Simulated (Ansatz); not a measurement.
# Ga2O3: the cost of one run

Computed with Ansatz 0.2.0 (DFT PBE, scalar-relativistic, plane waves, PAW, unless a step's input says otherwise).

## 1. The starting structure

Symmetry: P-62m, No. 189, hexagonal system. Conventional cell: a = 4.754 Å, b = 4.754 Å, c = 2.690 Å, α = 90.00°, β = 90.00°, γ = 120.00°. Ga (site symmetry -6) is surrounded by 6 O at 2.08 Å. O (site symmetry m2m) is surrounded by 4 Ga at 2.08 Å.

As a file:

```
CELL_PARAMETERS angstrom
4.75426 0.00000 0.00000
-2.37713 4.11731 0.00000
0.00000 0.00000 2.68998
ATOMIC_POSITIONS crystal
Ga 0.66667 0.33333 0.00000
Ga 0.33333 0.66667 0.00000
O 0.66667 0.66667 0.50000
O 0.33333 0.00000 0.50000
O 0.00000 0.33333 0.50000
```

Recipe of the guess: ordered vacancies on the cation sites of tungsten carbide (P-62m, No. 189). Its size is a rough estimate.

## 2. A first look at the guess

input.yaml reads:

```yaml
crystal:
  lattice:
    - [4.75426035, 0.0, 0.0]
    - [-2.37713017, 4.11731024, 0.0]
    - [0.0, 0.0, 2.68997602]
  atoms:
    - { symbol: Ga, position: [0.66666667, 0.33333333, 0.0] }
    - { symbol: Ga, position: [0.33333333, 0.66666667, 0.0] }
    - { symbol: O, position: [0.66666667, 0.66666667, 0.5] }
    - { symbol: O, position: [0.33333333, 0.0, 0.5] }
    - { symbol: O, position: [0.0, 0.33333333, 0.5] }
basis:
  ecutwfc: 420
kpoints:
  mp_grid: { grid: [6, 6, 6] }
hamiltonian:
  xc: pbe
scf:
  occupations: { method: gaussian, width: 0.1 }
  lower_state_search: "off"
output:
  forces: true
  stress: true
  eigenvalues: true
```

Command:

```
$ ansatz run input.yaml --threads 1 --pin off --max-ram 2048MiB --backend cpu --events-out ev --progress --plain --runs-dir out
```

Q: Estimate wall time and peak memory on 1 thread of Arm Neoverse V1, shared host.

About 4.1 s, with a peak of 0.33 GiB.
